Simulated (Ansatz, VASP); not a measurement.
## P: VASP beside Ansatz

INCAR

```
SYSTEM = P
PREC = Accurate
ENCUT = 520
EDIFF = 1E-7
ISMEAR = -1
SIGMA = 0.03
LREAL = .False.
LASPH = .True.
NELM = 80
ALGO = Normal
ISIF = 2
LWAVE = .False.
LCHARG = .False.
GGA = PS
NBANDS = 18
```

File KPOINTS:

```
regular mesh
0
Gamma
  5 5 4
  0 0 0
```

Contents of POSCAR:

```
P
1.0
    1.6477431241     -5.4650377251      0.0000000000
    1.6477431241      5.4650377251      0.0000000000
    0.0000000000      0.0000000000      4.5436355900
P
4
Direct
    0.9041431300      0.0958568700      0.5888151700
    0.0958568700      0.9041431300      0.4111848300
    0.5958568700      0.4041431300      0.0888151700
    0.4041431300      0.5958568700      0.9111848300
```

input.yaml

```yaml
crystal:
  lattice:
    - [1.6477431241, -5.4650377251, 0.0]
    - [1.6477431241, 5.4650377251, 0.0]
    - [0.0, 0.0, 4.54363559]
  atoms:
    - { symbol: P, position: [0.90414313, 0.09585687, 0.58881517] }
    - { symbol: P, position: [0.09585687, 0.90414313, 0.41118483] }
    - { symbol: P, position: [0.59585687, 0.40414313, 0.08881517] }
    - { symbol: P, position: [0.40414313, 0.59585687, 0.91118483] }
kpoints:
  mp_grid: { grid: [5, 5, 4] }
scf:
  occupations: { method: fermi_dirac, width: 0.03 }
hamiltonian:
  xc: pbesol
  pseudopotentials: { kind: all_electron, lapw: { basis_error: 0.002 } }
output:
  forces: true
  stress: true
  eigenvalues: true
```

Alike in both runs: task single point; functional PBEsol; k mesh 5 × 5 × 4; occupations fermi-dirac, width 0.03 eV; no spin polarisation.

|  | VASP | Ansatz |
| --- | --- | --- |
| version | VASP 6.6.1 | Ansatz 0.2.0 |
| potentials or method | VASP PAW PBE potentials, release 64 (P) | all-electron LAPW, scalar-relativistic |
| plane-wave cutoff (eV) | 520 | see its input |

VASP gave:

* gap on the k mesh at the Fermi level (eV): 0.38
* least direct gap on the mesh (eV): 0.38
* pressure (GPa): -0.6
* largest component of the traceless stress (GPa): 0.33
* rms of the force components (eV/Å): 0.159

Which values does Ansatz return?

gap on the k mesh at the Fermi level (eV): 0.37; least direct gap on the mesh (eV): 0.37; pressure (GPa): -0.5; largest component of the traceless stress (GPa): 0.33; rms of the force components (eV/Å): 0.167.

Atom by atom the forces differ by 0.011 eV/Å (rms over components). Ansatz ran all-electron here, so the differences hold the error of VASP's frozen core and of both bases.

Caveats: an odd mesh through Γ misses points on the zone boundary, where band edges often lie; the PAW data sets were made with another functional, which shifts forces and pressure a little (VASP).
